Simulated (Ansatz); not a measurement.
# TiAl3: the cost of one run

Program: Ansatz 0.2.0. Level of theory: DFT PBEsol, scalar-relativistic, plane waves, PAW. These are calculated values, not measurements.

1 further run of the same task is left out (set aside as unsound or not needed). Runs told in other sessions of the task aren't counted.

### 1 The system as given

The structure is cubic, space group Pm-3m (No. 221). The conventional cell has a = 3.948 Å, b = 3.948 Å, c = 3.948 Å, α = 90.00°, β = 90.00°, γ = 90.00°. Around Ti (site symmetry m-3m) lie 12 Al at 2.79 Å. Around Al (site symmetry 4/mmm) lie 4 Ti at 2.79 Å and 8 Al at 2.79 Å.

As a file:

```xyz
4
Lattice="3.9483 0.0000 0.0000 0.0000 3.9483 0.0000 0.0000 0.0000 3.9483" Properties=species:S:1:pos:R:3 pbc="T T T"
Ti    0.0000    0.0000    0.0000
Al    1.9742    1.9742    0.0000
Al    1.9742    0.0000    1.9742
Al    0.0000    1.9742    1.9742
```

It goes back to an entry of the Materials Project, which need not be the stable form.

This cell was relaxed beforehand with the same method: volume 15.39 Å³/atom, gap on the mesh none (metal).

### 2 Zero of energy

The reference gives a free energy of -4049.0619 eV, pressure 0.04 GPa, largest force 0.000 eV/Å and gap on the mesh none (metal). It was computed beforehand with the settings of the runs below.

### 3 The scan: a sublattice displacement scan

Every Al atom is moved by x along the Cartesian unit vector (-1.000, 0.000, 0.000); the cell and all other atoms stay fixed. Forces below are components along that vector, summed over the moved atoms.

### 4 At x = -0.500 Å

Input file input.yaml:

```yaml
crystal:
  lattice:
    - [3.9483448106, 0.0, 0.0]
    - [0.0, 3.9483448106, 0.0]
    - [0.0, 0.0, 3.9483448106]
  atoms:
    - { symbol: Ti, position: [0.0, 0.0, 0.0] }
    - { symbol: Al, position: [0.6266353432, 0.5, 0.0] }
    - { symbol: Al, position: [0.6266353432, 0.0, 0.5] }
    - { symbol: Al, position: [0.1266353432, 0.5, 0.5] }
basis:
  ecutwfc: 420
kpoints:
  mp_grid: { grid: [12, 12, 12] }
hamiltonian:
  xc: pbesol
scf:
  occupations: { method: gaussian, width: 0.15 }
output:
  forces: true
  stress: true
  eigenvalues: true
```

Run with:

```sh
$ ansatz run input.yaml --threads 1 --pin off --max-ram 2560MiB --backend cpu --events-out ev --progress --plain --runs-dir out
```

**Question.** How long does this run take on 1 thread of Intel Xeon 6975P-C (Granite Rapids), shared host, and how much memory does it need?

About 7.3 s, with a peak of 0.52 GiB.
